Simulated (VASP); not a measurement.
# O in VASP: single point with r2SCAN+rVV10

Aim: the single point of O with r2SCAN+rVV10.

Program: VASP 6.6.1. These are calculated values, not measurements. Logs are shortened: lines on timing, memory, paths and dates and some standing lists are left out, and cuts for length are marked.

## (1) The structure

The cell holds a molecule_in_box, 1 atom: a = 14.000 Å, b = 14.500 Å, c = 15.000 Å, α = 90.00°, β = 90.00°, γ = 90.00°.

## (2) Single point, r2SCAN+rVV10, collinear spin, ferromagnetic start

Input file INCAR:

```
SYSTEM = O
PREC = Accurate ; ENCUT = 450
EDIFF = 1E-6 ; ISMEAR = 0
SIGMA = 0.005 ; LREAL = .FALSE.
LASPH = .TRUE. ; NELM = 200
ALGO = Normal ; ISIF = 2
LWAVE = .FALSE. ; LCHARG = .FALSE.
ISPIN = 2 ; MAGMOM = 2
LORBIT = 11 ; METAGGA = R2SCAN
LMIXTAU = .TRUE. ; LUSE_VDW = .TRUE.
IVDW_NL = 2 ; BPARAM = 11.95
CPARAM = 0.0093 ; AMIX = 0.2
BMIX = 1E-4 ; AMIX_MAG = 0.8
BMIX_MAG = 1E-4 ; ISYM = 0
```

Input file KPOINTS:

```
Automatic mesh
0
G
  1 1 1
  0 0 0
```

Input file POSCAR:

```
O
1.0
   14.0000000000      0.0000000000      0.0000000000
    0.0000000000     14.5000000000      0.0000000000
    0.0000000000      0.0000000000     15.0000000000
O
1
Direct
    0.5000000000      0.5000000000      0.5000000000
```

Potentials or basis: VASP PAW PBE potentials, release 64 (O).

Started as:

```
cat potpaw_PBE.64/O/POTCAR > POTCAR
mpirun -np 2 vasp_gam > vasp.out
```

OUTCAR:

```text
SYSTEM = O
   PREC = Accurate
   ENCUT = 450
   EDIFF = 1E-6
   ISMEAR = 0
   LREAL = .FALSE.
   LASPH = .TRUE.
   NELM = 200
   ISIF = 2
   ISPIN = 2
   LORBIT = 11
   METAGGA = R2SCAN
   IVDW_NL = 2
   BPARAM = 11.95
   AMIX = 0.2
   AMIX_MAG = 0.8
   ISYM = 0

 ion  position               nearest neighbor table
   1  0.500  0.500  0.500-

IMPORTANT INFORMATION: All symmetrisations will be switched off!
NOSYMM: (Re-)initialisation of all symmetry stuff for point group C_1.

----------------------------------------------------------------------------------------

                                     Primitive cell

  volume of cell :    3045.0000

  direct lattice vectors                    reciprocal lattice vectors
    14.000000000  0.000000000  0.000000000     0.071428571  0.000000000  0.000000000
     0.000000000 14.500000000  0.000000000     0.000000000  0.068965517  0.000000000
     0.000000000  0.000000000 15.000000000     0.000000000  0.000000000  0.066666667

  length of vectors
    14.000000000 14.500000000 15.000000000     0.071428571  0.068965517  0.066666667

  position of ions in fractional coordinates (direct lattice)
     0.500000000  0.500000000  0.500000000

  ion indices of the primitive-cell ions
   primitive index   ion index
                 1           1

----------------------------------------------------------------------------------------

 KPOINTS: Automatic mesh

Automatic generation of k-mesh.
 Grid dimensions read from file:
 generate k-points for:    1    1    1

 Generating k-lattice:

  Cartesian coordinates                     Fractional coordinates (reciprocal lattice)
     0.071428571  0.000000000  0.000000000     1.000000000  0.000000000  0.000000000
     0.000000000  0.068965517  0.000000000     0.000000000  1.000000000  0.000000000
     0.000000000  0.000000000  0.066666667     0.000000000  0.000000000  1.000000000

  Length of vectors
     0.071428571  0.068965517  0.066666667

  Shift w.r.t. Gamma in fractional coordinates (k-lattice)
     0.000000000  0.000000000  0.000000000

 Subroutine IBZKPT returns following result:
 ===========================================

 Found      1 irreducible k-points:

 Following reciprocal coordinates:
            Coordinates               Weight
  0.000000  0.000000  0.000000      1.000000
   k-points           NKPTS =      1   k-points in BZ     NKDIM =      1   number of bands    NBANDS=      8
   number of dos      NEDOS =    301   number of ions     NIONS =      1
   total plane-waves  NPLWV = ******
   dimension x,y,z NGX =    98 NGY =  100 NGZ =  108
   dimension x,y,z NGXF=   196 NGYF=  200 NGZF=  216
   ions per type =               1
   NGX,Y,Z   is equivalent  to a cutoff of  11.64, 11.47, 11.97 a.u.
   NGXF,Y,Z  is equivalent  to a cutoff of  23.27, 22.93, 23.94 a.u.
 SYSTEM =  O
   PREC   = accura    normal or accurate (medium, high low for compatibility)
   ISTART =      0    job   : 0-new  1-cont  2-samecut
   ICHARG =      2    charge: 1-file 2-atom 10-const
   ISPIN  =      2    spin polarized calculation?
   LNONCOLLINEAR =      F non collinear calculations
   LSORBIT =      F    spin-orbit coupling
   LASPH  =      T    aspherical Exc in radial PAW
   ENCUT  =  450.0 eV  33.07 Ry    5.75 a.u.  24.22 25.08 25.95*2*pi/ulx,y,z
   NELM   =    200;   NELMIN=  2; NELMDL= -5     # of ELM steps
   EDIFF  = 0.1E-05   stopping-criterion for ELM
   LREAL  =      F    real-space projection
   EDIFFG = 0.1E-04   stopping-criterion for IOM
   NSW    =      0    number of steps for IOM
   IBRION =     -1    ionic relax: 0-MD 1-quasi-New 2-CG
   NFREE  =      0    steps in history (QN), initial steepest desc. (CG)
   ISIF   =      2    stress and relaxation
   ISYM   =      0    0-nonsym 1-usesym 2-fastsym
   POTIM  = 0.5000    time-step for ionic-motion
   TEBEG  =    0.0;   TEEND  =   0.0 temperature during run
   PSTRESS=    0.0 pullay stress
   NELECT =       6.0000    total number of electrons
   NUPDOWN=      -1.0000    fix difference up-down
   EMIN   =  10.00;   EMAX   =-10.00  energy-range for DOS
   EFERMI =   0.00;   METHOD = LEGACY
   ISMEAR =     0;   SIGMA  =   0.01  broadening in eV -4-tet -1-fermi 0-gaus
   EFERMI_NEDOS =   21; number of points for ismear=-14 and -15
   IALGO  =     38    algorithm
   IMIX   =      4    mixing-type and parameters
     AMIX     =   0.20;   BMIX     =  0.00
     AMIX_MAG =   0.80;   BMIX_MAG =  0.00
  volume/ion in A,a.u.               =    3045.00     20548.67
  Fermi-wavevector in a.u.,A,eV,Ry     =   0.205240  0.387848  0.573127  0.042124
  Thomas-Fermi vector in A             =   0.966018
   LORBIT       =     11    0 simple, 1 ext, 2 COOP (PROOUT), +10 PAW based schemes
   METAGGA = R2SCAN    functional components
   LHFCALC =     F    Hartree Fock is set to
   AEXX    =    0.0000 exact exchange contribution
   IVDW_NL    =     2    kernel type
   BPARAM     =11.9500
   IVDW    =     0    specifies the selected vdW correction
   LEPSILON=     F    determine dielectric tensor
   LRPA    =     F    only Hartree local field effects (RPA)
 spin polarized calculation
 Gauss-broadening in eV      SIGMA  =   0.01
  energy-cutoff  :      450.00
  volume of cell :     3045.00
 maximum number of plane-waves:     33027
 NGX is ok and might be reduce to    98
   NGX = 49   NGY = 51   NGZ = 51

 number of electron       6.0000007 magnetization       2.0000002

 Free energy of the ion-electron system (eV)
  ---------------------------------------------------
  ext. energy  EPLUGINS =         0.00000000
  ---------------------------------------------------
  free energy    TOTEN  =        -2.94778578 eV

  energy without entropy =       -2.94778578  energy(sigma->0) =       -2.94778578

 E-fermi :  -7.7813     XC(G=0):  -0.0066

 val. band max:       -7.8331173581   @ k =   0.0000   0.0000   0.0000
 cond. band min:      -5.3800315945   @ k =   0.0000   0.0000   0.0000
 fundamental gap:      2.4530857636
 Fermi energy:        -7.7813484365

 spin component 1

 k-point     1 :       0.0000    0.0000    0.0000
  band No.  band energies     occupation
      1     -26.8296      1.00000
      2     -11.5496      1.00000
      3     -11.5494      1.00000
      4      -9.2156      1.00000
      5       0.0173      0.00000
      6       0.6342      0.00000
      7       0.7047      0.00000
      8       0.7551      0.00000
 Fermi energy:        -7.7813484365

 spin component 2

 k-point     1 :       0.0000    0.0000    0.0000
  band No.  band energies     occupation
      1     -21.7744      1.00000
      2      -7.8331      1.00000
      3      -5.3800      0.00000
      4      -5.3786      0.00000
      5       0.0944      0.00000
      6       0.7517      0.00000
      7       0.7569      0.00000
      8       0.8233      0.00000

------------------------ aborting loop because EDIFF is reached ----------------------------------------

  FORCE on cell =-STRESS in cart. coord.  units (eV):
  Direction    XX          YY          ZZ          XY          YZ          ZX
  --------------------------------------------------------------------------------------
  -------------------------------------------------------------------------------------
  Total       -0.2886653     -0.2177383     -0.2131407      0.0064352     -0.0002306      0.0008945
  in kB       -0.1518860     -0.1145666     -0.1121475      0.0033860     -0.0001214      0.0004707
  external PRESSURE =      -0.1262001 kB  Pullay stress =       0.0000000 kB

 VOLUME and BASIS-vectors are now :
 -----------------------------------------------------------------------------
  energy-cutoff  :      450.00
  volume of cell :     3045.00
      direct lattice vectors                 reciprocal lattice vectors
    14.000000000  0.000000000  0.000000000     0.071428571  0.000000000  0.000000000
     0.000000000 14.500000000  0.000000000     0.000000000  0.068965517  0.000000000
     0.000000000  0.000000000 15.000000000     0.000000000  0.000000000  0.066666667

 POSITION                                       TOTAL-FORCE (eV/Angst)
 -----------------------------------------------------------------------------------
      7.00000      7.25000      7.50000         0.000056      0.000013     -0.000026
 -----------------------------------------------------------------------------------
    total drift:                                0.000056      0.000013     -0.000026

  FREE ENERGIE OF THE ION-ELECTRON SYSTEM (eV)
  ---------------------------------------------------
  free  energy   TOTEN  =        -2.9477857789 eV

  energy  without entropy=       -2.9477857789  energy(sigma->0) =       -2.94778578

 total charge

# of ion       s       p       d       tot
------------------------------------------
    1        1.637   2.952   0.000   4.589

 magnetization (x)

# of ion       s       p       d       tot
------------------------------------------
    1        0.014   1.546   0.000   1.560
```

stdout:

```text
POSCAR found type information on POSCAR O
 POSCAR found :  1 types and       1 ions
 scaLAPACK will be used
 -----------------------------------------------------------------------------
|                                                                             |
|                                                                             |
|     You have switched on vdW-DFT.                                           |
[... 25 lines left out ...]
Total rVV10 correction in eV:      0.2644759     6.0027181
Total rVV10 correction in eV:      0.2645889     6.0048476
Total rVV10 correction in eV:      0.2666793     6.0479144
Total rVV10 correction in eV:      0.2671452     6.0576157
Total rVV10 correction in eV:      0.2673330     6.0614964
Total rVV10 correction in eV:      0.2673787     6.0624430
[... 23 lines left out ...]
Total rVV10 correction in eV:      0.2648577     6.0026964
Total rVV10 correction in eV:      0.2648590     6.0027232
```

It took 21 min on 2 MPI ranks of Intel Xeon Platinum 8559C (Emerald Rapids), shared host; peak memory 3.5 GiB.

What came out:

| Quantity | Value |
| --- | --- |
| Free energy | -2.9478 eV |
| Gap between the frontier levels | 2.45 eV |
| Net moment | 2.00 μB per cell |
| Site moments | O +1.56 μB |
| Valence electrons inside the program's atomic spheres | O 4.59 |

Caveat: the cutoff is under 1.25 times the usual one of these potentials, so pressure, stress and relaxed cells hold a basis-set (Pulay) error; the PAW data sets were made with another functional, which shifts forces and pressure a little. r2SCAN opens gaps a little over a GGA but as a rule still falls short of measured ones.
